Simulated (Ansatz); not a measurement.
C, space group C2/m, an equation of state with a fit

With Ansatz's Python interface.

Run as a notebook:

In [1]:
```python
import ansatz as az
import numpy as np
from scipy.optimize import curve_fit
```

In [2]:
```python
XC = 'LDA'
OCCUPATIONS = 'Fermi-Dirac'
WIDTH_EV = 0.1
KGRID = (14, 14, 8)
```

In [3]:
```python
vectors0 = np.array([
    [2.12732031, -1.22828244, 0.0],
    [2.12732031, 1.22828244, 0.0],
    [-1.37906963, 0.0, 3.50283008],
])
sites = [
    ('C', [0.83335553, 0.83335553, 9.304e-05]),
    ('C', [0.16664447, 0.16664447, 0.99990696]),
]
```

In [4]:
```python
def build(cell):
    crystal = az.Crystal(lattice=az.Lattice.of(cell))
    for symbol, position in sites:
        crystal = crystal.atom(symbol, position)
    return crystal
```

In [5]:
```python
def vinet(v, e0, v0, b0, b1):
    eta = (v / v0) ** (1 / 3)
    return e0 + 2 * b0 * v0 / (b1 - 1) ** 2 * (2 - (5 + 3 * b1 * (eta - 1) - 3 * eta) * np.exp(-1.5 * (b1 - 1) * (eta - 1)))
```

In [6]:
```python
volumes, energies, pressures = [], [], []
for scale in np.linspace(0.9, 1.1, 9):
    cell = vectors0 * scale ** (1 / 3)
    base = (
        build(cell).calculation()
        .functional(XC)
        .pseudopotentials('paw')
        .basis(17 * az.Ha)
        .occupations(OCCUPATIONS, width=WIDTH_EV)
        .kpoints(*KGRID)
        .stress()
    )
    r = base.run(threads=1, backend='cpu').report
    volumes.append(abs(np.linalg.det(cell)) / len(sites))
    energies.append(r['free_energy_ev'] / len(sites))
    pressures.append(np.trace(r['stress_gpa']) / 3)
    print(f'V = {volumes[-1]:8.4f} A^3/atom  F = {energies[-1]:.5f} eV/atom  P = {pressures[-1]:8.3f} GPa')
```
```text
V =   8.2374 A^3/atom  F = -242.91854 eV/atom  P =   29.510 GPa
V =   8.4663 A^3/atom  F = -242.95347 eV/atom  P =   19.592 GPa
V =   8.6951 A^3/atom  F = -242.97502 eV/atom  P =   10.765 GPa
V =   8.9239 A^3/atom  F = -242.98468 eV/atom  P =    2.906 GPa
V =   9.1527 A^3/atom  F = -242.98373 eV/atom  P =   -4.097 GPa
V =   9.3815 A^3/atom  F = -242.97334 eV/atom  P =  -10.339 GPa
V =   9.6104 A^3/atom  F = -242.95452 eV/atom  P =  -15.902 GPa
V =   9.8392 A^3/atom  F = -242.92820 eV/atom  P =  -20.862 GPa
V =  10.0680 A^3/atom  F = -242.89520 eV/atom  P =  -25.280 GPa
```

In [7]:
```python
guess = (min(energies), volumes[int(np.argmin(energies))], 0.5, 4.5)
(e0, v0, b0, b1), _ = curve_fit(vinet, np.array(volumes), np.array(energies), p0=guess, maxfev=20000)
print(f'Vinet fit: V0 = {v0:.4f} A^3/atom, B0 = {160.21766 * b0:.1f} GPa, B1 = {b1:.2f}')
print('largest residual', round(1000 * float(np.abs(vinet(np.array(volumes), e0, v0, b0, b1) - energies).max()), 3), 'meV/atom')
```
```text
Vinet fit: V0 = 9.0157 A^3/atom, B0 = 279.0 GPa, B1 = 3.54
largest residual 0.006 meV/atom
```

A third-order Birch-Murnaghan fit through the 9 points (the script's own form differs a little) has its minimum at 9.02 Å³ an atom, 1.5 % below the typed cell, with a bulk modulus of 279 GPa and dB/dP = 3.5. From that minimum the energy rises by 67.0 meV an atom on the compressed side and 90.3 meV on the expanded side.

Notes:
- Total energies depend on the potentials; only differences at equal settings carry meaning.
- Shape and fractional positions are held along the curve, so the bulk modulus is an upper value where they are free to relax, by a factor of two or more in layered or hydrogen-bonded cells.
- Within a few hundredths of an angstrom the cell has the higher group R-3m; the lower one is a small distortion.
- Pressure is positive in compression.
- Processor time in the engine: 28 s on 1 thread of Intel(R) Xeon(R) Processor @ 2.30GHz, with other jobs on the host, peak memory 0.58 GiB.
